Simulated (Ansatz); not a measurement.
## Co (P6_3/mmc)

All numbers below come from Ansatz, DFT PBEsol, scalar-relativistic, plane waves, PAW.

Plane waves to 420 eV, a k mesh through Γ of 18×18×10 on the computed 2-atom cell and Gaussian smearing (0.10 eV); collinear spin from starting moments 1.8 1.8 μB.

The structure is relaxed at this level of theory with its symmetry kept.

```
CELL_PARAMETERS angstrom
2.45642 0.00000 0.00000
-1.22821 2.12732 0.00000
0.00000 0.00000 3.96947
ATOMIC_POSITIONS crystal
Co 0.66667 0.33333 0.25001
Co 0.33333 0.66667 0.74999
```

**Question.** Formation energy from the elements' standard states (uncorrected)?

**Answer.** -0.001 eV/atom.

**Question.** Density of states at the Fermi level?

**Answer.** 1.66 states/eV per cell.

**Question.** Löwdin character within 0.5 eV of the Fermi level?

**Answer.** Co 3d 91 %.

**Question.** Bulk modulus?

**Answer.** 249 GPa.

**Question.** Its pressure derivative?

**Answer.** 4.6.

**Question.** Bader charges (e)?

**Answer.** Co (2 in the cell) 0.00.

**Question.** Total moment?

**Answer.** 3.15 μB per cell.

**Question.** Site moments (μB; atoms counted from 1 over the whole cell)?

**Answer.** Co (atom 1) 1.64, Co (atom 2) 1.64.

Only this magnetic start was tried.